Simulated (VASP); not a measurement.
The system is CuI.

```
CELL_PARAMETERS angstrom
4.09020 0.00000 0.00000
0.00000 4.09020 0.00000
0.00000 0.00000 6.55146
ATOMIC_POSITIONS crystal
I 0.00000 0.50000 0.74303
I 0.50000 0.00000 0.25697
Cu 0.00000 0.00000 0.00000
Cu 0.50000 0.50000 0.00000
```

Measurements of this composition are mostly on another form, of space group No. 216.

Base run:

| Item | Value |
| --- | --- |
| Program | VASP 6.6.1 |
| Functional | r2SCAN |
| Potentials or basis | VASP PAW PBE potentials, release 64 (I, Cu) |
| Cutoff | 520 eV |
| k mesh | 8 × 8 × 4 |
| Occupations | gaussian, width 0.02 eV |
| Spin | no spin polarisation |

Its results: band gap on the k mesh 2.08 eV, direct.

After a change of settings the same cell gave: band gap on the k mesh 2.57 eV, direct. Which change was it?
A. functional from r2SCAN to PBEsol
B. functional from r2SCAN to TB-mBJ
C. functional from r2SCAN to LDA; potentials or basis from VASP PAW PBE potentials, release 64 (I, Cu) to VASP PAW LDA potentials, release 64 (I, Cu)

B.

Caveats: spin-orbit coupling is left out, which moves the levels of the heavy elements.
